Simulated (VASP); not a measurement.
Here is a VASP 6.6.1 calculation.

File POSCAR:

```
Mg
1.0
    3.1781076304      0.0000000000      0.0000000000
   -1.5890538152      2.7523219439      0.0000000000
    0.0000000000      0.0000000000      5.1596591724
Mg
2
Direct
    0.3333333333      0.6666666667      0.2500000000
    0.6666666667      0.3333333333      0.7500000000
```

File INCAR.step1:

```
PREC = Accurate ; ENCUT = 520
ISMEAR = -1 ; SIGMA = 0.05
LREAL = False ; LASPH = True
NELM = 100 ; NBANDS = 9
GGA = PE ; ALGO = Normal
EDIFF = 1E-4 ; LWAVE = True
LCHARG = False
```

File INCAR.step2:

```
PREC = Accurate ; ENCUT = 520
EDIFF = 1E-6 ; ISMEAR = -1
SIGMA = 0.05 ; LREAL = False
LASPH = True ; NELM = 100
ALGO = Normal ; ISIF = 2
LWAVE = False ; LCHARG = False
METAGGA = R2SCAN ; LMIXTAU = True
NBANDS = 9 ; ISTART = 1
```

KPOINTS

```
Automatic mesh
0
Gamma
  9 9 5
```

Potentials or basis: VASP PAW PBE potentials, release 64 (Mg).

Run with:

```sh
$ cat potpaw_PBE.64/Mg/POTCAR > POTCAR
$ cp INCAR.step1 INCAR
$ mpirun -np 1 vasp_std > vasp.out
$ cp INCAR.step2 INCAR
$ mpirun -np 1 vasp_std > vasp.out
```

Task: Estimate the band gap on the k mesh.

Result: None (metal or under the smearing width).

Task: Estimate the pressure.

Result: -0.3 GPa.

Stress tensor (GPa, compression positive):
```
-0.44  0.00  0.00
 0.00 -0.44  0.00
 0.00  0.00  0.10
```

Caveat: the PAW data sets were made with another functional, which shifts forces and pressure a little.
